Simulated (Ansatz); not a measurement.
Set up this calculation in Ansatz 0.2.0, as the native input.

| Item | Value |
| --- | --- |
| Task | relaxation of cell and atoms |
| Functional | SVWN5 |
| Potentials or basis | Ansatz PAW |
| Cutoff | 420 eV (not typed: the program's choice for these potentials) |
| k mesh | 11 × 11 × 6 |
| Occupations | fermi-dirac, width 0.05 eV |
| Spin | no spin polarisation |

Os:

```xyz
2
Lattice="2.7341 0.0000 0.0000 -1.3671 2.3678 0.0000 0.0000 0.0000 4.3197" Properties=species:S:1:pos:R:3 pbc="T T T"
Os    1.3671    0.7893    3.2398
Os    0.0000    1.5785    1.0799
```

The input as run:

input.yaml

```yaml
crystal:
  lattice:
    - [2.7341, 0.0, 0.0]
    - [-1.36705, 2.3678000565, 0.0]
    - [0.0, 0.0, 4.3197]
  atoms:
    - { symbol: Os, position: [0.6666666667, 0.3333333333, 0.75] }
    - { symbol: Os, position: [0.3333333333, 0.6666666667, 0.25] }
hamiltonian:
  xc: { exchange: slater, correlation: vwn5 }
  pseudopotentials: { kind: paw }
kpoints:
  mp_grid: { grid: [11, 11, 6] }
scf:
  occupations: { method: fermi_dirac, width: 0.05 }
output:
  forces: true
  stress: true
relax:
  f_tol: 0.01
  max_steps: 40
  cell: { stress_tol: 0.05 }
```

Potentials or basis: Ansatz PAW.

Command:

```console
$ ansatz run input.yaml --threads 2 --pin off --max-ram 5120MiB --backend cpu --events-out ev --progress --plain --runs-dir out
```

Results of the run:

```json
{
  "Relaxed volume": "13.69 Å³/atom",
  "Relaxed cell": "a = 2.715 Å, b = 2.715 Å, c = 4.290 Å, α = 90.00°, β = 90.00°, γ = 120.00°",
  "Space group after relaxing (to 0.05 Å)": "P6_3/mmc (No. 194)",
  "Energy gained by relaxing": "8.1 meV/atom",
  "Ionic steps": "4",
  "Pressure after relaxing": "0.0 GPa"
}
```

Caveat: the plane-wave basis is chosen anew once the cell has moved, so the energies of steps on either side of that aren't comparable; the PAW data sets come from PBE, with cores solved anew for the run's functional, which leaves a small shift of forces and pressure.

It took 4.1 s on 2 threads of Arm Neoverse V1 (shared host), peak memory 0.3 GiB.
